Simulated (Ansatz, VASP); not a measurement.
**Be in VASP and in Ansatz**

```
Be
1.0
    -1.26961    1.26961    1.26961
     1.26961   -1.26961    1.26961
     1.26961    1.26961   -1.26961
Be
1
Direct
  0.00000 0.00000 0.00000
```

Change from the starting cell: volume scaled by 1.04, PAW files.

Alike in both runs: task electric field gradients; functional PBEsol; k mesh 23 × 23 × 23; occupations fermi-dirac, width 0.03 eV; no spin polarisation.

|  | VASP | Ansatz |
| --- | --- | --- |
| version | VASP 6.6.1 | Ansatz 0.2.0 |
| potentials or method | VASP PAW PBE potentials, release 64 (Be) | PAW with Ansatz's default frozen-core files, scalar-relativistic |
| plane-wave cutoff (eV) | 520 | 420 |
| valence electrons in the cell | 2 | 2 |

|  | VASP | Ansatz | Ansatz less VASP |
| --- | --- | --- | --- |
| pressure (GPa) | -6.0 | -6.3 | -0.33 |
| Vzz of the field gradient on the site that differs most (V/Å²) | 0.0 | 0.0 | 0.00 |

The functional is the same, so the differences come from potentials, cutoffs and numerics.

Caveats: the PAW data sets were made with another functional, which shifts forces and pressure a little (VASP).
